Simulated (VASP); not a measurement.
# KCl (Sylvite) (Fm-3m) in VASP: further runs

The runs below take KCl (Sylvite) through single point, with RPBE.

Program: VASP 6.6.1. These are calculated values, not measurements. Logs are shortened: lines on timing, memory, paths and dates and some standing lists are left out, and cuts for length are marked.

**What was measured.**

A printed reference work, monograph reports, for a bulk crystal of KCl: band gap 8.68 eV.

The runs below are set against these values where they give the same quantity.

## Step 1: The cell of the first run

The structure is cubic, space group Fm-3m (No. 225). The conventional cell has a = 6.293 Å, b = 6.293 Å, c = 6.293 Å, α = 90.00°, β = 90.00°, γ = 90.00°. Within 4.1 Å of K (site symmetry m-3m) lie 6 Cl at 3.15 Å. Within 4.1 Å of Cl (site symmetry m-3m) lie 6 K at 3.15 Å.

## Step 2: Single point, RPBE

Input file INCAR:

```
ALGO = Normal
EDIFF = 1E-6
ENCUT = 520
GGA = RP
ISIF = 2
ISMEAR = 0
LASPH = T
LCHARG = F
LREAL = F
LWAVE = F
NBANDS = 15
NELM = 60
PREC = Accurate
SIGMA = 0.1
```

Input file KPOINTS:

```
k-points
0
Gamma
  7 7 7
```

Input file POSCAR:

```
KCl
1.0
    0.0000000000      3.1464700000      3.1464700000
    3.1464700000      0.0000000000      3.1464700000
    3.1464700000      3.1464700000      0.0000000000
K Cl
1 1
Direct
    0.0000000000      0.0000000000      0.0000000000
    0.5000000000      0.5000000000      0.5000000000
```

Potentials or basis: VASP PAW PBE potentials, release 64 (K_sv, Cl).

Command:

```console
$ cat potpaw_PBE.64/K_sv/POTCAR potpaw_PBE.64/Cl/POTCAR > POTCAR
$ mpirun -np 1 vasp_std > vasp.out
```

OUTCAR:

```text
EDIFF = 1E-6
   ENCUT = 520
   GGA = RP
   ISIF = 2
   ISMEAR = 0
   LASPH = T
   LREAL = F
   NELM = 60
   PREC = Accurate

 ion  position               nearest neighbor table
   1  0.000  0.000  0.000-   2 3.15   2 3.15   2 3.15   2 3.15   2 3.15   2 3.15
   2  0.500  0.500  0.500-   1 3.15   1 3.15   1 3.15   1 3.15   1 3.15   1 3.15

  LATTYP: Found a face centered cubic cell.
 ALAT       =     6.2929400000

  Lattice vectors:

 A1 = (   0.0000000000,   3.1464700000,   3.1464700000)
 A2 = (   3.1464700000,   0.0000000000,   3.1464700000)
 A3 = (   3.1464700000,   3.1464700000,   0.0000000000)

Analysis of symmetry for initial positions (statically):
=====================================================================
 Subroutine PRICEL returns:
 Original cell was already a primitive cell.

 Routine SETGRP: Setting up the symmetry group for a
 face centered cubic supercell.

 Subroutine GETGRP returns: Found 48 space group operations
 (whereof 48 operations were pure point group operations)
 out of a pool of 48 trial point group operations.

The static configuration has the point symmetry O_h .

Analysis of symmetry for dynamics (positions and initial velocities):
=====================================================================
 Subroutine PRICEL returns:
 Original cell was already a primitive cell.

 Routine SETGRP: Setting up the symmetry group for a
 face centered cubic supercell.

 Subroutine GETGRP returns: Found 48 space group operations
 (whereof 48 operations were pure point group operations)
 out of a pool of 48 trial point group operations.

The dynamic configuration has the point symmetry O_h .

 Subroutine INISYM returns: Found 48 space group operations
 (whereof 48 operations are pure point group operations),
 and found     1 'primitive' translations

----------------------------------------------------------------------------------------

                                     Primitive cell

  volume of cell :      62.3018

  direct lattice vectors                    reciprocal lattice vectors
     0.000000000  3.146470000  3.146470000    -0.158908237  0.158908237  0.158908237
     3.146470000  0.000000000  3.146470000     0.158908237 -0.158908237  0.158908237
     3.146470000  3.146470000  0.000000000     0.158908237  0.158908237 -0.158908237

  length of vectors
     4.449780548  4.449780548  4.449780548     0.275237140  0.275237140  0.275237140

  position of ions in fractional coordinates (direct lattice)
[... 8 lines left out ...]
----------------------------------------------------------------------------------------

 KPOINTS: k-points

Automatic generation of k-mesh.
 Grid dimensions read from file:
 generate k-points for:    7    7    7

 Generating k-lattice:

  Cartesian coordinates                     Fractional coordinates (reciprocal lattice)
    -0.022701177  0.022701177  0.022701177     0.142857143  0.000000000  0.000000000
     0.022701177 -0.022701177  0.022701177     0.000000000  0.142857143  0.000000000
     0.022701177  0.022701177 -0.022701177     0.000000000  0.000000000  0.142857143

  Length of vectors
     0.039319591  0.039319591  0.039319591

  Shift w.r.t. Gamma in fractional coordinates (k-lattice)
     0.000000000  0.000000000  0.000000000

 Subroutine IBZKPT returns following result:
 ===========================================

 Found     20 irreducible k-points:

 Following reciprocal coordinates:
            Coordinates               Weight
  0.000000  0.000000  0.000000      1.000000
  0.142857  0.000000  0.000000      8.000000
  0.285714  0.000000  0.000000      8.000000
  0.428571  0.000000  0.000000      8.000000
  0.142857  0.142857  0.000000      6.000000
  0.285714  0.142857  0.000000     24.000000
[... 12 lines left out ...]
 -0.428571  0.428571  0.142857     24.000000
 -0.285714  0.428571  0.142857     24.000000
   k-points           NKPTS =     20   k-points in BZ     NKDIM =     20   number of bands    NBANDS=     15
   number of dos      NEDOS =    301   number of ions     NIONS =      2
   total plane-waves  NPLWV =  46656
   dimension x,y,z NGX =    36 NGY =   36 NGZ =   36
   dimension x,y,z NGXF=    72 NGYF=   72 NGZF=   72
   ions per type =               1   1
   NGX,Y,Z   is equivalent  to a cutoff of  13.45, 13.45, 13.45 a.u.
   NGXF,Y,Z  is equivalent  to a cutoff of  26.90, 26.90, 26.90 a.u.
 SYSTEM =  unknown system
   PREC   = accura    normal or accurate (medium, high low for compatibility)
   ISTART =      0    job   : 0-new  1-cont  2-samecut
   ICHARG =      2    charge: 1-file 2-atom 10-const
   ISPIN  =      1    spin polarized calculation?
   LNONCOLLINEAR =      F non collinear calculations
   LSORBIT =      F    spin-orbit coupling
   LASPH  =      T    aspherical Exc in radial PAW
   ENCUT  =  520.0 eV  38.22 Ry    6.18 a.u.   8.27  8.27  8.27*2*pi/ulx,y,z
   NELM   =     60;   NELMIN=  2; NELMDL= -5     # of ELM steps
   EDIFF  = 0.1E-05   stopping-criterion for ELM
   LREAL  =      F    real-space projection
   EDIFFG = 0.1E-04   stopping-criterion for IOM
   NSW    =      0    number of steps for IOM
   IBRION =     -1    ionic relax: 0-MD 1-quasi-New 2-CG
   NFREE  =      0    steps in history (QN), initial steepest desc. (CG)
   ISIF   =      2    stress and relaxation
   ISYM   =      2    0-nonsym 1-usesym 2-fastsym
   POTIM  = 0.5000    time-step for ionic-motion
   TEBEG  =    0.0;   TEEND  =   0.0 temperature during run
   PSTRESS=    0.0 pullay stress
   NELECT =      16.0000    total number of electrons
   NUPDOWN=      -1.0000    fix difference up-down
   EMIN   =  10.00;   EMAX   =-10.00  energy-range for DOS
   EFERMI =   0.00;   METHOD = LEGACY
   ISMEAR =     0;   SIGMA  =   0.10  broadening in eV -4-tet -1-fermi 0-gaus
   EFERMI_NEDOS =   21; number of points for ismear=-14 and -15
   IALGO  =     38    algorithm
   IMIX   =      4    mixing-type and parameters
     AMIX     =   0.40;   BMIX     =  1.00
     AMIX_MAG =   1.60;   BMIX_MAG =  1.00
  volume/ion in A,a.u.               =      31.15       210.22
  Fermi-wavevector in a.u.,A,eV,Ry     =   1.040594  1.966437 14.732871  1.082835
  Thomas-Fermi vector in A             =   2.175177
   LORBIT       =      0    0 simple, 1 ext, 2 COOP (PROOUT), +10 PAW based schemes
   GGA     = RP    functional components
   LHFCALC =     F    Hartree Fock is set to
   AEXX    =    0.0000 exact exchange contribution
   IVDW    =     0    specifies the selected vdW correction
   LEPSILON=     F    determine dielectric tensor
   LRPA    =     F    only Hartree local field effects (RPA)
 non-spin polarized calculation
 Gauss-broadening in eV      SIGMA  =   0.10
  energy-cutoff  :      520.00
  volume of cell :       62.30
 maximum number of plane-waves:      1693
 NGX is ok and might be reduce to    36
   NGX = 17   NGY = 17   NGZ = 17

 number of electron      16.0000001 magnetization

 Free energy of the ion-electron system (eV)
  ---------------------------------------------------
  ext. energy  EPLUGINS =         0.00000000
  ---------------------------------------------------
  free energy    TOTEN  =        -6.45438522 eV

  energy without entropy =       -6.45438522  energy(sigma->0) =       -6.45438522

 E-fermi :  -1.1720     XC(G=0):  -7.1681

 val. band max:       -1.7027823102   @ k =   0.0000   0.0000   0.0000
 cond. band min:       3.8407093702   @ k =   0.0000   0.0000   0.0000
 fundamental gap:      5.5434916804
 Fermi energy:        -1.1719554818

 k-point     1 :       0.0000    0.0000    0.0000
  band No.  band energies     occupation
      1     -29.0190      2.00000
      2     -13.8162      2.00000
      3     -12.4341      2.00000
      4     -12.4341      2.00000
      5     -12.4341      2.00000
      6      -1.7028      2.00000
      7      -1.7028      2.00000
      8      -1.7028      2.00000
      9       3.8407      0.00000
     10       6.8654      0.00000
     11       6.8654      0.00000
     12       6.8654      0.00000
     13       7.6773      0.00000
     14       7.6773      0.00000
     15      11.7271      0.00000

 k-point     2 :       0.1429    0.0000    0.0000
  band No.  band energies     occupation
      1     -29.0171      2.00000
      2     -13.8571      2.00000
      3     -12.4357      2.00000
      4     -12.4357      2.00000
      5     -12.3831      2.00000
      6      -1.9276      2.00000
      7      -1.7649      2.00000
      8      -1.7649      2.00000
      9       4.3082      0.00000
     10       6.7497      0.00000
     11       7.1164      0.00000
     12       7.1164      0.00000
     13       7.9515      0.00000
     14       7.9515      0.00000
     15      12.3766      0.00000

 k-point     3 :       0.2857    0.0000    0.0000
  band No.  band energies     occupation
      1     -29.0129      2.00000
      2     -13.9402      2.00000
      3     -12.4394      2.00000
      4     -12.4394      2.00000
      5     -12.2767      2.00000
      6      -2.3613      2.00000
      7      -1.8986      2.00000
      8      -1.8986      2.00000
      9       5.3462      0.00000
     10       6.7372      0.00000
     11       7.8174      0.00000
     12       7.8174      0.00000
     13       8.6879      0.00000
     14       8.6879      0.00000
     15      11.7200      0.00000
[... 271 lines left out ...]
 k-point    19 :      -0.4286    0.4286    0.1429
  band No.  band energies     occupation
      1     -29.0065      2.00000
      2     -13.8057      2.00000
      3     -12.5260      2.00000
      4     -12.4987      2.00000
      5     -12.3861      2.00000
      6      -2.3162      2.00000
      7      -2.0451      2.00000
      8      -2.0050      2.00000
      9       5.6852      0.00000
     10       7.0833      0.00000
     11       8.0850      0.00000
     12       8.9157      0.00000
     13       9.1110      0.00000
     14       9.8923      0.00000
     15      10.4596      0.00000

 k-point    20 :      -0.2857    0.4286    0.1429
  band No.  band energies     occupation
      1     -29.0062      2.00000
      2     -13.8339      2.00000
      3     -12.5321      2.00000
      4     -12.4983      2.00000
      5     -12.3393      2.00000
      6      -2.2555      2.00000
      7      -2.1831      2.00000
      8      -2.0510      2.00000
      9       6.2891      0.00000
     10       6.9922      0.00000
     11       8.0609      0.00000
     12       8.3861      0.00000
     13       9.7891      0.00000
     14       9.8778      0.00000
     15      10.7888      0.00000

------------------------ aborting loop because EDIFF is reached ----------------------------------------

  FORCE on cell =-STRESS in cart. coord.  units (eV):
  Direction    XX          YY          ZZ          XY          YZ          ZX
  --------------------------------------------------------------------------------------
  -------------------------------------------------------------------------------------
  Total        0.9262588      0.9262588      0.9262588      0.0000000      0.0000000     -0.0000000
  in kB       23.8200215     23.8200215     23.8200215      0.0000000      0.0000000     -0.0000000
  external PRESSURE =      23.8200215 kB  Pullay stress =       0.0000000 kB

 VOLUME and BASIS-vectors are now :
 -----------------------------------------------------------------------------
  energy-cutoff  :      520.00
  volume of cell :       62.30
      direct lattice vectors                 reciprocal lattice vectors
     0.000000000  3.146470000  3.146470000    -0.158908237  0.158908237  0.158908237
     3.146470000  0.000000000  3.146470000     0.158908237 -0.158908237  0.158908237
     3.146470000  3.146470000  0.000000000     0.158908237  0.158908237 -0.158908237

 POSITION                                       TOTAL-FORCE (eV/Angst)
 -----------------------------------------------------------------------------------
      0.00000      0.00000      0.00000         0.000000     -0.000000      0.000000
      3.14647      3.14647      3.14647        -0.000000      0.000000     -0.000000
 -----------------------------------------------------------------------------------
    total drift:                                0.000000      0.000000      0.000000

  FREE ENERGIE OF THE ION-ELECTRON SYSTEM (eV)
  ---------------------------------------------------
  free  energy   TOTEN  =        -6.4543852248 eV

  energy  without entropy=       -6.4543852248  energy(sigma->0) =       -6.45438522
```

Run time: 42 s. Hardware: 1 thread of AMD EPYC 7R43 (Zen 3), shared host; peak memory 0.17 GiB.

Results:

- Free energy: -6.4544 eV
- Pressure: 2.4 GPa
- Band gap on the k mesh: 5.54 eV, direct

Caveat: the PAW data sets were made with another functional, which shifts forces and pressure a little.

(Continued in part 2 of 2.)
